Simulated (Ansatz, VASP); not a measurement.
## Two plane-wave programs on ZnS

```
Zn S
1.0
     0.00000    2.66593    2.66593
     2.66593    0.00000    2.66593
     2.66593    2.66593    0.00000
Zn S
1 1
Direct
  0.25000 0.25000 0.25000
  0.00000 0.00000 0.00000
```

Alike in both runs: task single point; functional PBE; k mesh 10 × 10 × 10; occupations gaussian, width 0.02 eV; no spin polarisation.

```csv
,VASP,Ansatz
version,VASP 6.6.1,Ansatz 0.2.0
potentials or method,"VASP PAW PBE potentials, release 64 (Zn, S)","scalar-relativistic, plane waves, PAW"
plane-wave cutoff (eV),520,420
valence electrons in the cell,18,18
```

Ansatz gave:

* gap on the k mesh at the Fermi level (eV): 2.29
* least direct gap on the mesh (eV): 2.29
* pressure (GPa): 5.0

Problem. What did VASP give for the same quantities?

Solution. gap on the k mesh at the Fermi level (eV): 2.29; least direct gap on the mesh (eV): 2.29; pressure (GPa): 5.1.

A hybrid or GW would open this gap; PBE tends to underestimate it.
